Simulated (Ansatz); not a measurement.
Zone-centre phonons of ZrN at 40 GPa: input and output

Computed with Ansatz, DFT PBE, scalar-relativistic, plane waves, PAW.

Launched with:
```bash
ansatz run input.yaml --threads 1 --pin off --max-ram 3072MiB --backend cpu --events-out ev --progress --plain --runs-dir out
```

Input (bare energies are in eV):
```yaml
crystal:
  lattice:
    - [0.0, 2.2052192527, 2.2052192527]
    - [2.2052192527, 0.0, 2.2052192527]
    - [2.2052192527, 2.2052192527, 0.0]
  atoms:
    - { symbol: Zr, position: [0.0, 0.0, 0.0] }
    - { symbol: "N", position: [0.5, 0.5, 0.5] }
basis:
  ecutwfc: 420
kpoints:
  mp_grid: { grid: [16, 16, 16] }
hamiltonian:
  xc: pbe
scf:
  occupations: { method: fermi_dirac, width: 0.15 }
output:
  eigenvalues: true
phonons:
  method: dfpt
  eigenvectors: true
```

The end of the output:
```
--- Phonons (Γ-DFPT): 2 representative perturbations + reference, on 349 of 4096 k-points (Σ response iterations 6) ---
  k mesh reduced under 8 symmetry operations, with k and −k counted as one. Each operation leaves every solved perturbation unchanged. A smaller set is not used because it would not reduce the number of displacements ...
  ASR residual: 4.440e-4 → 0.000e0 eV/Å²; symmetrization residual: 2.102e-6 eV/Å²
  ASR residual per site (eV/Å²): 4.44e-4 7.98e-5
  Γ frequencies (cm⁻¹): 0.00 0.00 0.00 596.04 596.04 596.04
  non-analytic LO–TO correction: not included (Born effective charges unavailable; polar crystals: no LO–TO splitting at Γ)
```

Time: 35 s on 1 thread of Intel(R) Xeon(R) Processor @ 2.70GHz (shared host), peak memory 0.64 GiB.

In a metal, frequencies and elastic constants depend on the k mesh and the smearing, soft modes and shear constants most. Other phases may be more stable at this pressure.